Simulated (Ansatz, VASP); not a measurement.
**Ge in VASP and in Ansatz**

File INCAR:

```
SYSTEM = Ge
PREC = Accurate
ENCUT = 520
EDIFF = 1E-6
ISMEAR = -1
SIGMA = 0.05
LREAL = .False.
LASPH = .True.
NELM = 60
ALGO = Fast
ISIF = 2
LWAVE = .False.
LCHARG = .False.
GGA = RE
NBANDS = 21
```

KPOINTS

```
Automatic mesh
0
Gamma
  8 8 8
  0 0 0
```

File POSCAR:

```
Ge
1.0
    0.0000000000      2.8289100000      2.8289100000
    2.8289100000      0.0000000000      2.8289100000
    2.8289100000      2.8289100000      0.0000000000
Ge
2
Direct
    0.7500000000      0.7500000000      0.7500000000
    0.5000000000      0.5000000000      0.5000000000
```

File KPOINTS_OPT:

```
path GXWKGLUWLK,UX
10
line-mode
reciprocal
 0.0000000000  0.0000000000  0.0000000000  G
 0.5000000000  0.0000000000  0.5000000000  X

 0.5000000000  0.0000000000  0.5000000000  X
 0.5000000000  0.2500000000  0.7500000000  W

 0.5000000000  0.2500000000  0.7500000000  W
 0.3750000000  0.3750000000  0.7500000000  K

 0.3750000000  0.3750000000  0.7500000000  K
 0.0000000000  0.0000000000  0.0000000000  G

 0.0000000000  0.0000000000  0.0000000000  G
 0.5000000000  0.5000000000  0.5000000000  L

 0.5000000000  0.5000000000  0.5000000000  L
 0.6250000000  0.2500000000  0.6250000000  U

 0.6250000000  0.2500000000  0.6250000000  U
 0.5000000000  0.2500000000  0.7500000000  W

 0.5000000000  0.2500000000  0.7500000000  W
 0.5000000000  0.5000000000  0.5000000000  L

 0.5000000000  0.5000000000  0.5000000000  L
 0.3750000000  0.3750000000  0.7500000000  K

 0.6250000000  0.2500000000  0.6250000000  U
 0.5000000000  0.0000000000  0.5000000000  X
```

The input input.yaml:

```yaml
crystal:
  lattice:
    - [0.0, 2.82891, 2.82891]
    - [2.82891, 0.0, 2.82891]
    - [2.82891, 2.82891, 0.0]
  atoms:
    - { symbol: Ge, position: [0.75, 0.75, 0.75] }
    - { symbol: Ge, position: [0.5, 0.5, 0.5] }
hamiltonian:
  xc: revpbe
  pseudopotentials: { kind: paw }
kpoints:
  mp_grid: { grid: [8, 8, 8] }
  band_path:
    path:
      - [[0.0, 0.0, 0.0], [0.5, 0.0, 0.5], [0.5, 0.25, 0.75], [0.375, 0.375, 0.75], [0.0, 0.0, 0.0], [0.5, 0.5, 0.5], [0.625, 0.25, 0.625], [0.5, 0.25, 0.75], [0.5, 0.5, 0.5], [0.375, 0.375, 0.75]]
      - [[0.625, 0.25, 0.625], [0.5, 0.0, 0.5]]
    npoints: 14
scf:
  occupations: { method: fermi_dirac, width: 0.05 }
  n_extra_bands: 6
output:
  forces: true
  stress: true
  eigenvalues: true
  fatbands: false
  write_density: true
  write_potential: true
  elf: true
  volumetric_format: npy
```

Alike in both runs: task band structure; functional revPBE; k mesh 8 × 8 × 8; occupations fermi-dirac, width 0.05 eV; no spin polarisation.

```csv
,VASP,Ansatz
version,VASP 6.6.1,Ansatz 0.2.0
potentials or method,"VASP PAW PBE potentials, release 64 (Ge_d)",Ansatz PAW
plane-wave cutoff (eV),520,420
valence electrons in the cell,28,28
```

Ansatz gave:

```
gap on the k mesh at the Fermi level (eV) : 0.11
least direct gap on the mesh (eV)         : 0.11
gap along the band path (eV)              : 0.11
pressure (GPa)                            : 4.9
```

Q: What did VASP give for the same quantities?

A: gap on the k mesh at the Fermi level (eV): 0.12; least direct gap on the mesh (eV): 0.12; gap along the band path (eV): 0.12; pressure (GPa): 4.7.

Caveats: the PAW data sets were made with another functional, which shifts forces and pressure a little (VASP); the PAW data sets come from PBE, with cores solved anew for the run's functional, which leaves a small shift of forces and pressure (Ansatz).
